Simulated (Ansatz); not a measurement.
# ZnHg3, space group Pm-3m: a charge-density difference against the sublattices

Program: the Python package of Ansatz (0.2.0).

Typed at the interpreter:
```pycon
>>> import warnings
>>> import ansatz as az
>>> import numpy as np
>>> vectors0 = np.array([
...     [4.563231, 0.0, 0.0],
...     [0.0, 4.563231, 0.0],
...     [0.0, 0.0, 4.563231],
... ])
>>> sites = [
...     ("Zn", (0.5, 0.5, 0.5)),
...     ("Hg", (0.5, 0.0, 0.0)),
...     ("Hg", (0.0, 0.5, 0.0)),
...     ("Hg", (0.0, 0.0, 0.5)),
... ]
>>> def build(cell):
...     crystal = az.Crystal(lattice=az.Lattice.of(cell))
...     for symbol, position in sites:
...         crystal = crystal.atom(symbol, position)
...     return crystal
...
>>> warnings.simplefilter("ignore", az.DeckWarning)
>>> # one cutoff and one grid for all runs, so that the fields can be subtracted
>>> def solve(crystal):
...     return (
...         crystal.calculation()
...         .functional("PBEsol", dispersion="d4")
...         .occupations("fermi_dirac")
...         .mixing("broyden")
...         .scf(max_iterations=60, extra_bands=4)
...         .basis(460, grid_basis="typed")
...         .kpoints(5, 5, 5)
...         .density()
...         .run(threads=1)
...     )
...
>>> whole = solve(build(vectors0))
>>> difference = whole.density().channels[0].density_e_per_ang3.copy()
>>> binding = whole.report["free_energy_ev"]
>>> for element in ["Zn", "Hg"]:
...     part = az.Crystal(lattice=az.Lattice.of(vectors0))
...     for symbol, position in sites:
...         if symbol == element:
...             part = part.atom(symbol, position)
...     alone = solve(part)
...     difference -= alone.density().channels[0].density_e_per_ang3
...     binding -= alone.report["free_energy_ev"]
...     print(f"{element} sublattice: {alone.report['n_electrons']:g} electrons, {alone.report['n_iterations']} iterations")
...
Zn sublattice: 12 electrons, 6 iterations
Hg sublattice: 60 electrons, 8 iterations
>>> voxel = abs(np.linalg.det(vectors0)) / difference.size
>>> print(f"energy of the crystal less its unpolarised sublattices: {binding / len(sites):.4f} eV/atom")
energy of the crystal less its unpolarised sublattices: -0.3525 eV/atom
>>> print(f"net charge of the difference {difference.sum() * voxel:.5f} e, charge rearranged {0.5 * np.abs(difference).sum() * voxel:.3f} e")
net charge of the difference 0.00000 e, charge rearranged 0.272 e
>>> print(f"extremes {difference.min():.4f} and {difference.max():.4f} e/A^3")
extremes -0.0457 and 0.0837 e/A^3
>>> for (symbol, position) in sites:
...     index = tuple(int(round(p * n)) % n for p, n in zip(position, difference.shape))
...     print(f"  change of the pseudo-density at the grid point nearest {symbol}: {difference[index]:+.4f} e/A^3")
...
  change of the pseudo-density at the grid point nearest Zn: +0.0837 e/A^3
  change of the pseudo-density at the grid point nearest Hg: -0.0457 e/A^3
  change of the pseudo-density at the grid point nearest Hg: -0.0457 e/A^3
  change of the pseudo-density at the grid point nearest Hg: -0.0457 e/A^3
```

Caveats:
- These settings explore the input space; cutoff and mesh may be short of convergence.
- Dispersion corrections can be off by several per cent in the lattices of metals, and by several GPa in the pressure at a fixed cell.
- Spin-orbit coupling, which matters for elements this heavy, is left out.
- The fields are valence quantities on the plane-wave grid; their values near the nuclei depend on the potentials.
- The structure comes from a database of computed cells and needn't be a stable or known phase.
- Charge moved counts every rearrangement, bonding and polarisation too, and is no transfer between atoms; the bare sublattices are artificial references. Values near the nuclei depend on the potentials.
- It ran for 4.1 s on 1 thread of Intel(R) Xeon(R) Platinum 8375C CPU @ 2.90GHz (Ice Lake) (shared host), peak memory 0.43 GiB.
